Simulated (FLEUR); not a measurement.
## PbSe (Clausthalite) under changes of volume

One of the cells (28.671 Å³/atom); the others are scaled copies at fixed shape and fractional positions:

```
Pb Se
1.0
     0.00000    3.06065    3.06065
     3.06065    0.00000    3.06065
     3.06065    3.06065    0.00000
Pb Se
1 1
Cartesian
  0.0000 0.0000 0.0000
  3.0606 3.0606 3.0606
```

```yaml
Program: FLEUR MaX-R8.1 (later development tree)
Functional: PBE
Potentials_or_basis: all-electron
Basis: FLAPW
Kmax: 4.1 1/bohr
k_mesh: 8 × 8 × 8
Occupations: fermi-dirac, width 0.05 eV
Spin: no spin polarisation
```

| volume (Å³/atom) | energy over the lowest point (meV/atom) | gap on the mesh (eV) |
| --- | --- | --- |
| 26.951 | ? | ? |
| 27.524 | 36.22 | 0.15 |
| 28.097 | 20.77 | 0.22 |
| 28.671 | 9.90 | 0.29 |
| 29.244 | 3.08 | 0.35 |
| 29.818 | 0.00 | 0.41 |
| 30.391 | 0.22 | 0.47 |

**Question.** What does the run at 26.951 Å³/atom give?

**Answer.** Energy over the lowest point 56.59 meV/atom; gap on the mesh 0.06 eV.

Worked out: A Birch-Murnaghan fit of order 3 (a polynomial in V^(-2/3)) to the other rows has its minimum at 30.06 Å³/atom with B0 = V·E''(V) = 47 GPa and B' = 4.5. It gives 56.71 meV/atom at 26.951 Å³/atom, against the run's 56.59.

Energies are extrapolated to zero smearing.

Caveats: spin-orbit coupling is left out, which as a rule narrows the gap of such compounds by several tenths of an eV.

A mesh can miss the band edges.
